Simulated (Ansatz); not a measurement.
Cu3Au (Auricupride):

```
Au Cu
1.0
     3.74000    0.00000    0.00000
     0.00000    3.74000    0.00000
     0.00000    0.00000    3.74000
Au Cu
1 3
Direct
  0.00000 0.00000 0.00000
  0.50000 0.50000 0.00000
  0.50000 0.00000 0.50000
  0.00000 0.50000 0.50000
```

- Program: Ansatz 0.2.0
- Task: relaxation of cell and atoms
- Functional: revPBE
- Dispersion: D4
- Potentials or basis: Ansatz PAW
- Cutoff: 420 eV (not typed: the program's choice for these potentials)
- k mesh: 7 × 7 × 7
- Occupations: fermi-dirac, width 0.05 eV
- Spin: no spin polarisation

At the start: volume 13.08 Å³/atom.

Question: How do energy, volume and symmetry change on relaxing?

Answer: It ends after 4 steps and the volume is 12.83 Å³/atom (-1.9 %); space group Pm-3m (No. 221, to 0.05 Å).

Step by step:
| step | energy change (eV) | largest force (eV/Å) | volume (Å³) |
| --- | --- | --- | --- |
| 1 | 0.0000 | 0.0000 | 52.31 |
| 2 | -0.0101 | 0.0000 | 51.45 |
| 3 | -0.0104 | 0.0000 | 51.30 |
| 4 | -0.0096 | 0.0000 | 51.30 |

Final structure:
```
CELL_PARAMETERS angstrom
3.71570 0.00000 0.00000
0.00000 3.71570 0.00000
0.00000 0.00000 3.71570
ATOMIC_POSITIONS crystal
Au 0.00000 0.00000 0.00000
Cu 0.50000 0.50000 0.00000
Cu 0.50000 0.00000 0.50000
Cu 0.00000 0.50000 0.50000
```

Caveat: the plane-wave basis is chosen anew once the cell has moved, so the energies of steps on either side of that aren't comparable; pairwise dispersion overbinds metals, which lowers pressure and volume; the PAW data sets come from PBE, with cores solved anew for the run's functional, which leaves a small shift of forces and pressure.
